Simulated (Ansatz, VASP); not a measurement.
**One calculation of Pb, two programs**

INCAR

```
SYSTEM = Pb
  PREC = Accurate
  ENCUT = 520
  EDIFF = 1E-6
  ISMEAR = 0
  SIGMA = 0.1
  LREAL = .FALSE.
  LASPH = .TRUE.
  NELM = 60
  ALGO = Fast
  ISIF = 2
  LWAVE = .FALSE.
  LCHARG = .FALSE.
  GGA = PS
  NBANDS = 36
```

File KPOINTS:

```
Automatic mesh
0
G
  4 4 4
  0 0 0
```

The input POSCAR:

```
Pb
1.0
    0.0000000000      3.2237595754      5.6275459166
    2.9357544973      0.0000000000      5.6275459166
    2.9357544973      3.2237595754      0.0000000000
Pb
4
Direct
    0.7273942800      0.2726057200      0.7273942800
    0.2726057200      0.7273942800      0.2726057200
    0.7797693000      0.7797693000      0.2202307000
    0.2202307000      0.2202307000      0.7797693000
```

Input for Ansatz:

```yaml
crystal:
  lattice:
    - [0.0, 3.2237595754, 5.6275459166]
    - [2.9357544973, 0.0, 5.6275459166]
    - [2.9357544973, 3.2237595754, 0.0]
  atoms:
    - { symbol: Pb, position: [0.72739428, 0.27260572, 0.72739428] }
    - { symbol: Pb, position: [0.27260572, 0.72739428, 0.27260572] }
    - { symbol: Pb, position: [0.7797693, 0.7797693, 0.2202307] }
    - { symbol: Pb, position: [0.2202307, 0.2202307, 0.7797693] }
basis:
  ecutwfc: 420
kpoints:
  mp_grid: { grid: [4, 4, 4] }
hamiltonian:
  xc: pbesol
scf:
  occupations: { method: gaussian, width: 0.1 }
output:
  forces: true
  stress: true
  eigenvalues: true
```

Alike in both runs: task single point; functional PBEsol; k mesh 4 × 4 × 4; occupations gaussian, width 0.1 eV; no spin polarisation.

```csv
,VASP,Ansatz
version,VASP 6.6.1,Ansatz 0.2.0
potentials or method,"VASP PAW PBE potentials, release 64 (Pb_d)","scalar-relativistic, plane waves, PAW"
plane-wave cutoff (eV),520,420
valence electrons in the cell,56,56
```

```tsv
	VASP	Ansatz	Ansatz less VASP
gap on the k mesh at the Fermi level (eV)	none	none	-
pressure (GPa)	10.4	10.5	+0.10
largest component of the traceless stress (GPa)	2.64	2.65	+0.009
rms of the force components (eV/Å)	0.157	0.156	-0.0003
```

Atom by atom the forces differ by 0.001 eV/Å (rms over components). A gap of «none» marks a metal or a gap that the smearing closes.

Caveats: the k mesh is coarse (spacing up to 0.39 Å⁻¹), so the values aren't converged; the PAW data sets were made with another functional, which shifts forces and pressure a little (VASP). The runs have no spin-orbit coupling, so splittings on Pb are missing.
